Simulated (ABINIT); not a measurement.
Crystal: Fe.

```
CELL_PARAMETERS angstrom
0.00000 1.94174 1.96511
1.49844 0.00000 1.96511
1.49844 1.94174 0.00000
ATOMIC_POSITIONS crystal
Fe 0.00000 0.00000 0.00000
```

| Property | Result |
| --- | --- |
| Program | ABINIT 10.8.3 (patched build) |
| Task | relaxation of cell and atoms |
| Functional | PBEsol |
| Potentials or basis | JTH PAW PBE v2.0 |
| Cutoff | 707 eV |
| k mesh | 9 × 9 × 9 |
| Occupations | fermi-dirac, width 0.05 eV |
| Spin | collinear spin, ferromagnetic start |
| Starting moments | [3.0] μB |

At the start: pressure -11.0 GPa; volume 11.44 Å³/atom.

**Question.** How do energy, volume and symmetry change on relaxing?

**Answer.** Over 9 steps the energy falls by 45.9 meV/atom and the volume is 10.78 Å³/atom (-5.7 %); space group Im-3m (No. 229, to 0.05 Å); moment 2.09 μB per cell.

Step by step:
```tsv
step	energy change (eV)	largest force (eV/Å)	pressure (GPa)	volume (Å³)
1	0.0000	0.0000	-11.04	11.44
2	-0.0235	0.0000	-5.23	11.05
3	-0.0342	0.0000	4.02	10.63
4	-0.0380	0.0000	2.51	10.69
5	-0.0456	0.0000	-0.42	10.80
6	-0.0458	0.0000	-0.08	10.79
7	-0.0458	0.0000	-0.01	10.78
8	-0.0459	0.0000	0.03	10.78
9	-0.0459	0.0000	0.01	10.78
```

Final structure:
```xyz
1
Lattice="0.0000 1.9683 1.9683 1.3918 0.0000 1.9683 1.3918 1.9683 0.0000" Properties=species:S:1:pos:R:3 pbc="T T T"
Fe    0.0000    0.0000    0.0000
```

Caveat: the PAW data sets were made with another functional, which shifts forces and pressure a little.
